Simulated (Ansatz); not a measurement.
In doubt: masses and optical values from hybrid runs of this build are listed as unsure (in some of the runs), which bears on the screening that GW takes from such a start.

System: In3GaP4 (ordered model alloy, started on the GaP lattice) (Amm2).

```cif
data_structure
_symmetry_space_group_name_H-M 'P 1'
_symmetry_Int_Tables_number 1
_cell_length_a 8.0912
_cell_length_b 8.0931
_cell_length_c 8.0931
_cell_angle_alpha 59.886
_cell_angle_beta 60.008
_cell_angle_gamma 60.008
_cell_volume 374.46
loop_
_atom_site_label
_atom_site_type_symbol
_atom_site_fract_x
_atom_site_fract_y
_atom_site_fract_z
_atom_site_occupancy
In1 In 0.00084 0.00008 0.00008 1
In2 In 0.00095 0.49905 0.99905 1
Ga3 Ga 0.50003 0.49997 0.99997 1
In4 In 0.49901 0.00008 0.00008 1
In5 In 0.00084 0.50008 0.50008 1
In6 In 0.00095 0.99905 0.49905 1
Ga7 Ga 0.50003 0.99997 0.49997 1
In8 In 0.49901 0.50008 0.50008 1
P9 P 0.85854 0.38047 0.88047 1
P10 P 0.87508 0.87492 0.87492 1
P11 P 0.38503 0.86497 0.86497 1
P12 P 0.38053 0.38047 0.88047 1
P13 P 0.85854 0.88047 0.38047 1
P14 P 0.87508 0.37492 0.37492 1
P15 P 0.38503 0.36497 0.36497 1
P16 P 0.38053 0.88047 0.38047 1
```

The structure was relaxed with LDA. The runs that relaxed it are not among those shown.

Gaps computed with Ansatz 0.2.0 without a self-energy: HSE06 1.59 eV and r2SCAN 1.15 eV.

**Question.** What gap should G0W0 on HSE06 give (2×2×2 mesh, 487 empty bands, screening to 69 eV, PAW set soft_1 files)?

About 1.73 eV: on its mesh the run moves the gap from 1.59 eV by +0.14 eV. Among the scalar-relativistic levels given, HSE06 is nearest (−0.14 eV). Bands and cutoff are finite, so the gap is not at the basis limit. The miss can reach some tenths of an eV and take either sign; the mesh is an error of its own. The 2×2×2 mesh is coarse for this cell (its supercell is 16 Å along the shortest edge). The RPA ε∞ on it, from the HSE06 start, is 12.33, 12.39 and 12.50; such meshes misread the long-range screening, most where the gap is narrow. The many-body steps are scalar-relativistic: spin-orbit coupling is not in them.

[Paths, hosts, dates, memory and timing lines, banners, echoed tables and standing remarks are left out of the program output.]

[Logs are printed without paths, hosts, clocks, repeated set-up lines and the standing remarks that a program may print on its own settings, such as how far it seeks lower states.]

[Runs of the session that timed out or met a known fault of the program may be left out.]

[Cells called generated may have been cut or substituted from an entry of the Crystallography Open Database or the Materials Project.]

[Hosts, paths, dates, database ids (printed as entryN), source tags and the programs' standing remarks are cut or masked in the printed files.]
